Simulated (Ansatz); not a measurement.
# AlN: LAPW beside PAW

Aim: solve AlN at one geometry with full-potential LAPW, PAW with frozen cores and all-electron PAW on datasets made for the crystal, and see where they agree.

Program: Ansatz 0.2.0. Level of theory: DFT LDA, scalar-relativistic. These are calculated values, not measurements.

## (1) The structure to begin with

The structure is cubic, space group Fm-3m (No. 225). The conventional cell has a = 3.956 Å, b = 3.956 Å, c = 3.956 Å, α = 90.00°, β = 90.00°, γ = 90.00°. Around Al (site symmetry m-3m) lie 6 N at 1.98 Å. N (site symmetry m-3m) is surrounded by 6 Al at 1.98 Å.

As a file:

```cif
data_structure
_symmetry_space_group_name_H-M 'P 1'
_symmetry_Int_Tables_number 1
_cell_length_a 2.7973
_cell_length_b 2.7973
_cell_length_c 2.7973
_cell_angle_alpha 60.000
_cell_angle_beta 60.000
_cell_angle_gamma 60.000
_cell_volume 15.48
loop_
_atom_site_label
_atom_site_type_symbol
_atom_site_fract_x
_atom_site_fract_y
_atom_site_fract_z
_atom_site_occupancy
Al1 Al 0.00000 0.00000 0.00000 1
N1 N 0.50000 0.50000 0.50000 1
```

The geometry is a database entry used as it stands. It may stem from high pressure or temperature, or be incomplete, so it serves as a test cell.

Atoms are numbered in the order of the input: Al1, N2.

## (2) Full-potential LAPW

input.yaml

```yaml
crystal:
  lattice:
    - [0.0, 1.978, 1.978]
    - [1.978, 0.0, 1.978]
    - [1.978, 1.978, 0.0]
  atoms:
    - { symbol: Al, position: [0.0, 0.0, 0.0] }
    - { symbol: "N", position: [0.5, 0.5, 0.5] }
kpoints:
  mp_grid: { grid: [10, 10, 10] }
  band_path:
    path:
      - [0.0, 0.0, 0.0]
      - [0.5, 0.0, 0.5]
      - [0.625, 0.25, 0.625]
      - [0.375, 0.375, 0.75]
      - [0.0, 0.0, 0.0]
      - [0.5, 0.5, 0.5]
      - [0.5, 0.25, 0.75]
      - [0.5, 0.0, 0.5]
    npoints: 14
scf:
  occupations: { method: fermi_dirac, width: 0.02 }
hamiltonian:
  xc: lda
  pseudopotentials: { kind: all_electron, lapw: { basis_error: 0.001 } }
output:
  forces: true
  stress: true
  eigenvalues: true
  populations: true
  dos: { projected: true, de: 0.2, e_range: [-14, 8] }
```

Run with:

```sh
$ ansatz run input.yaml --threads 1 --pin off --max-ram 3072MiB --backend cpu --events-out ev --progress --plain --runs-dir out
```

## (3) PAW with frozen cores

input.yaml: that of step 2 with these lines changed.

```diff
@@ -25,3 +25,3 @@
   xc: lda
-  pseudopotentials: { kind: all_electron, lapw: { basis_error: 0.001 } }
+  pseudopotentials: { kind: paw }
 output:
@@ -30,3 +30,9 @@
   eigenvalues: true
+  efg: { contact_densities: true }
   populations: true
+  bader: true
   dos: { projected: true, de: 0.2, e_range: [-14, 8] }
+  write_density: true
+  write_potential: true
+  elf: true
+  volumetric_format: npy
```

## (4) All-electron PAW on datasets made for the crystal

input.yaml: that of step 3 with these lines changed.

```diff
@@ -20,3 +20,3 @@
       - [0.5, 0.0, 0.5]
-    npoints: 14
+    npoints: 8
 scf:
@@ -25,3 +25,3 @@
   xc: lda
-  pseudopotentials: { kind: paw }
+  pseudopotentials: { kind: all_electron, datasets: crystal }
 output:
@@ -31,8 +31 @@
   efg: { contact_densities: true }
-  populations: true
-  bader: true
-  dos: { projected: true, de: 0.2, e_range: [-14, 8] }
-  write_density: true
-  write_potential: true
-  elf: true
-  volumetric_format: npy
```

(Steps that only read results are left out.)

Before running it: what results should come out? Wanted: pressure; gap; Bader charges; highest ELF.

As calculated:

```
           quantity                                              value
           pressure  LAPW 12.45, PAW 12.44, crystal datasets 12.46 GPa
         gap (LAPW)                      5.09 eV, indirect from Γ to X
Bader charges (PAW)                              Al1 +2.48, N2 -2.48 e
  highest ELF (PAW)                                0.84, 0.79 Å from N
```

In words: The pressure of 12.5 GPa pushes the cell to expand, with the atoms held in place. The gap is 5.09 eV, indirect from Γ to X. It is the Kohn-Sham gap of a semilocal functional, which mostly lies below the gap found in experiment. N 2p states make 95 % of the projected weight in the top eV of the valence band. The projection holds only the free atom's occupied shells (Al 3s, Al 3p, N 2s, N 2p in this range). In pressure, PAW differs from LAPW by -0.01 GPa and -0.02 eV in the gap.
